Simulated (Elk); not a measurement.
An input for Elk 11.2.3 (patched build) (CoO):

File elk.in:

```
tasks
  2

xctype
  2

nxoapwlo
  1

rgkmax
  8.5

gmaxvr
  14.0

lmaxapw
  9

lmaxo
  8

nrmtscf
  1.5

nempty
  12

epspot
  1e-06

epsengy
  1e-05

maxscl
  120

stype
  3

swidth
  0.001837466

epsforce
  0.0005

maxatpstp
  30

isgkmax
  -2

esccut
  -0.8

tforce
  .true.

maxlatvstp
  8

spinpol
  .true.

reducebf
  0.5

dft+u
  1 1
  1 2 0.293995 0.025725

sppath
  './'

avec
  0.00000000000 4.02795123464 4.02795123464
  4.02795123464 0.00000000000 4.02795123464
  4.02795123464 4.02795123464 0.00000000000

atoms
  2
  'Co.in'
  1
  0.0002290000 0.0011660000 -0.0024240000   0.000 0.000 2.000
  'O.in'
  1
  0.4977560000 0.5001180000 0.5041860000   0.000 0.000 0.000

ngridk
  2 2 2
```

Contents of Co.in:

```
 'Co'                                       : spsymb
 'cobalt'                                   : spname
  -27.0000                                  : spzn
   107428.6517                              : spmass
  0.384900E-06    2.0200    45.5133    500    : rminsp, rmt, rmaxsp, nrmt
  10                                        : nstsp
   1   0   1   2.00000  T                   : nsp, lsp, ksp, occsp, spcore
   2   0   1   2.00000  T
   2   1   1   2.00000  T
   2   1   2   4.00000  T
   3   0   1   2.00000  T
   3   1   1   2.00000  F
   3   1   2   4.00000  F
   3   2   2   4.00000  F
   3   2   3   3.00000  F
   4   0   1   2.00000  F
   1                                        : apword
    0.1500   0  F                           : apwe0, apwdm, apwve
   0                                        : nlx
   5                                        : nlorb
   0   2                                    : lorbl, lorbord
    0.1500   0  F                           : lorbe0, lorbdm, lorbve
    0.1500   1  F
   1   2                                    : lorbl, lorbord
    0.1500   0  F                           : lorbe0, lorbdm, lorbve
    0.1500   1  F
   2   2                                    : lorbl, lorbord
    0.1500   0  F                           : lorbe0, lorbdm, lorbve
    0.1500   1  F
   1   2                                    : lorbl, lorbord
    0.1500   0  F                           : lorbe0, lorbdm, lorbve
   -2.3834   0  T
   2   2                                    : lorbl, lorbord
    0.1500   0  F                           : lorbe0, lorbdm, lorbve
   -0.3072   0  T
```

O.in

```
 'O'                                        : spsymb
 'oxygen'                                   : spname
  -8.00000                                  : spzn
   29165.12205                              : spmass
  0.707107E-06    1.5100    30.4661    300    : rminsp, rmt, rmaxsp, nrmt
   4                                        : nstsp
   1   0   1   2.00000  T                   : nsp, lsp, ksp, occsp, spcore
   2   0   1   2.00000  F
   2   1   1   2.00000  F
   2   1   2   2.00000  F
   1                                        : apword
    0.1500   0  F                           : apwe0, apwdm, apwve
   0                                        : nlx
   3                                        : nlorb
   0   2                                    : lorbl, lorbord
    0.1500   0  F                           : lorbe0, lorbdm, lorbve
    0.1500   1  F
   1   2                                    : lorbl, lorbord
    0.1500   0  F                           : lorbe0, lorbdm, lorbve
    0.1500   1  F
   0   2                                    : lorbl, lorbord
    0.1500   0  F                           : lorbe0, lorbdm, lorbve
   -0.8727   0  T
```

Potentials or basis: LAPW.

Run with:

```console
$ OMP_NUM_THREADS=4 elk
```

Q: Does this run start?

A: The run stopped without a result. It printed:

Output:

```text
┌─────────────────────────────────┐
│ Elk code version 11.2.3 started │
└─────────────────────────────────┘

┌──────────────────┐
│ Current task : 2 │
└──────────────────┘

Error(init0): requested spin-polarised run with spin-unpolarised
 exchange-correlation functional
```
